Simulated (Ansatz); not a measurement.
Ge:

```
Ge
1.0
     0.00000    2.82891    2.82891
     2.82891    0.00000    2.82891
     2.82891    2.82891    0.00000
Ge
2
Direct
  0.75000 0.75000 0.75000
  0.50000 0.50000 0.50000
```

Below is the output of Ansatz 0.2.0 for this cell. Logs are shortened: lines on timing, memory, paths and dates and some standing lists are left out, and cuts for length are marked.

```text
Warning: RAYON_NUM_THREADS=1 ignored (pool sized by the plan → 1); use --threads N
LAPW: plane waves up to 9.477 Å⁻¹, error target 1.0e-3 eV per atom; small_component_spin mean_spin; Ge in spheres of 1.188 Å, 22 of its electrons in bands, Dirac shells [] (how accurate: hamiltonian.pseudopotentials.lapw.basis_error, Limitations)
Engine: ansatz 0.2.0, aarch64-unknown-linux-gnu
Pseudopotentials: kind: all_electron
Pseudopotential: Ge, LAPW, valence charge 22, lapw/all_electron/scalar/gaussian/Ge, Koelling and Harmon's equation, gaussian nucleus
Functional definition: SPW92
  exchange = slater_x
  correlation = pw_c
Crystal: 2 atoms, lattice volume = 45.278 Å³
Basis set: ecut = 342.1616005778646 eV, 645 PW (Γ), exchange–correlation at level 2
Bands: 27, of which v1, the nominal top of the filled ones, is band 22 counted from 1 (21 counted from 0)
Symmetry: 24 space group operations
Space group: F-43m (ITA 216), of the structure as read, at distance tolerance 3.6e-5 Å
Magnetic group: BNS 227.130 (UNI 1632), of the structure as read, at distance tolerance 3.6e-5 Å
k-points: 16 of 216 (time reversal used)
Non-local potential: Ge, projectors of the file, none
Initial density: superposition of atomic densities (chi_scale 0.1, normalization cell)
Starting moments: Σ|m| = 1 μB on 2 of 2 sites
Starting magnetic order: antiferromagnet; an inversion exchanges its spin sublattices: spin-degenerate at every k-point
Initial wavefunctions: plane waves of lowest kinetic energy (no species holds an atomic orbital)
Functional: x = slater, c = lda
[... 92 lines left out ...]
       -0.000000      -1.129003       0.000000
       -0.000000       0.000000      -1.129003
  P = ⅓ Tr σ = -1.1290 GPa (-11.290 kbar)
--- Band table (eV; the first three rows and the last of 32) ---
  k-point 0 ↑: bands = ["-153.1792", "-153.1767", "-100.8285", "-100.8285", "-100.8285", "-100.8196", "-100.8196", "-100.8196", "-15.2225", "-15.2225", "-15.2225", "-15.1861", "-15.1861", "-14.9745", "-14.9745", "-14.9745", "-14.9619", "-14.9619", "-3.1342", "9.4954", "9.6861", "9.6861", "9.6861", "12.2103", "12.2103", "12.2103", "15.8793"]
  k-point 1 ↑: bands = ["-153.1790", "-153.1768", "-100.8287", "-100.8287", "-100.8283", "-100.8199", "-100.8195", "-100.8195", "-15.2344", "-15.2344", "-15.2182", "-15.1687", "-15.1687", "-14.9920", "-14.9920", "-14.9796", "-14.9474", "-14.9474", "-2.7983", "6.4471", "9.1637", "9.1637", "10.5157", "12.8998", "12.8998", "13.7434", "17.3165"]
  k-point 2 ↑: bands = ["-153.1787", "-153.1771", "-100.8289", "-100.8289", "-100.8277", "-100.8204", "-100.8192", "-100.8192", "-15.2446", "-15.2446", "-15.2093", "-15.1496", "-15.1496", "-15.0065", "-15.0065", "-14.9901", "-14.9369", "-14.9369", "-1.8675", "3.5426", "8.5198", "8.5198", "9.9578", "13.4302", "13.4302", "16.5786", "17.3631"]
  k-point 15 ↓: bands = ["-153.1779", "-153.1779", "-100.8296", "-100.8296", "-100.8241", "-100.8241", "-100.8185", "-100.8185", "-15.2673", "-15.2673", "-15.1407", "-15.1407", "-15.0750", "-15.0750", "-15.0386", "-15.0386", "-14.9106", "-14.9106", "0.8149", "0.8149", "5.9427", "5.9427", "12.3044", "12.3044", "16.1722", "16.1722", "20.6077"]
--- Elastic constants: 2 strain directions × 2 members + reference (group order 24) ---
  dense FFT box of the reference and of every strained cell: 30×30×30
  strains applied: 11, 23; error gains: componentwise 1.00 (the most a stress slope's error grows in a printed constant), spectral 1.73 (1 for all six strains in a standard setting)
  C = ∂σ_k/∂η_j (tension-positive GPa; Voigt order 11 22 33 23 13 12):
       108.246     41.878     41.878      0.000     -0.000     -0.000
        41.878    108.246     41.878      0.000      0.000     -0.000
        41.878     41.878    108.246      0.000     -0.000     -0.000
        -0.000     -0.000     -0.000     70.733     -0.000      0.000
        -0.000     -0.000     -0.000      0.000     70.733     -0.000
        -0.000      0.000     -0.000     -0.000     -0.000     70.733
  reference stress σ⁰ (GPa):      1.129      1.129      1.129     -0.000      0.000      0.000
  no Pulay correction (none for the plane-wave cutoff is built on LAPW): the batch's stresses and constants are at fixed plane waves
  C* (energy form; C + prestress term) asymmetry max|C*_kj − C*_jk| = 7.105e-15 GPa — a small one proves nothing (zero by symmetry where the batch's group is 432, −43m or m−3m); a large one is finite-difference/SCF noise where every solve meets its electron count
  moduli (Voigt/Reuss/Hill, GPa): K = 64.00/64.00/64.00   G = 55.71/48.69/52.20   E = 123.13   ν = 0.179
  mechanically stable: yes (min eigenvalue of sym C = 66.37 GPa)
  where every solve meets its electron count the energy-path curvature estimates C_jj along a normal strain and C_jj − ¼(σ⁰_aa + σ⁰_bb) along a shear (ab), closely only under elastic.basis: deformed
  strain η (Voigt 11):  stress-route row diagonal C_11 = 108.25 GPa, energy-path curvature d²(F+E_count)/dδ²/Ω₀ = 108.25 GPa
         δ    σ_11 (GPa)             F (eV)   n_scf  n_hpsi   n_pw
    -2.000e-3       0.9123     -114074.2726196       7   22435    660
     2.000e-3       1.3453     -114074.2713434       7   22326    660
  strain η (Voigt 23):  stress-route row diagonal C_44 = 70.73 GPa, energy-path curvature d²(F+E_count)/dδ²/Ω₀ = 70.16 GPa
         δ    σ_23 (GPa)             F (eV)   n_scf  n_hpsi   n_pw
    -2.000e-3      -0.1415     -114074.2720030       7   33982    660
     2.000e-3       0.1415     -114074.2720030       7   33975    660
```

Question: What input gives this log?

Answer: Elastic constants with LDA, collinear spin, antiferromagnetic start. The files as run (others can give the same):

input.yaml
```yaml
crystal:
  lattice:
    - [0.0, 2.82891, 2.82891]
    - [2.82891, 0.0, 2.82891]
    - [2.82891, 2.82891, 0.0]
  atoms:
    - { symbol: Ge, position: [0.75, 0.75, 0.75], spin: 0.5 }
    - { symbol: Ge, position: [0.5, 0.5, 0.5], spin: -0.5 }
kpoints:
  mp_grid: { grid: [6, 6, 6] }
scf:
  occupations: { method: fermi_dirac, width: 0.05 }
hamiltonian:
  xc: lda
  pseudopotentials: { kind: all_electron, lapw: { basis_error: 0.001 } }
magnetization:
  spin_polarized: true
output:
  forces: true
  stress: true
elastic:
  mode: clamped_ion
  stencil: two_point
```

Potentials or basis: all-electron LAPW, scalar-relativistic.
Run with:
```console
$ ansatz run input.yaml --threads 1 --pin off --max-ram 2560MiB --backend cpu --events-out ev --progress --plain --runs-dir out
```

Caveat: a metal's response needs a denser mesh; the program listed the state as in doubt; the k mesh is thin for a metal, which can move the energy by tens of meV per atom; elastic constants of metals need much finer meshes, so these are rough; this crystal is a semiconductor, whose small gap the functional closes, so the metal is an error of the method.
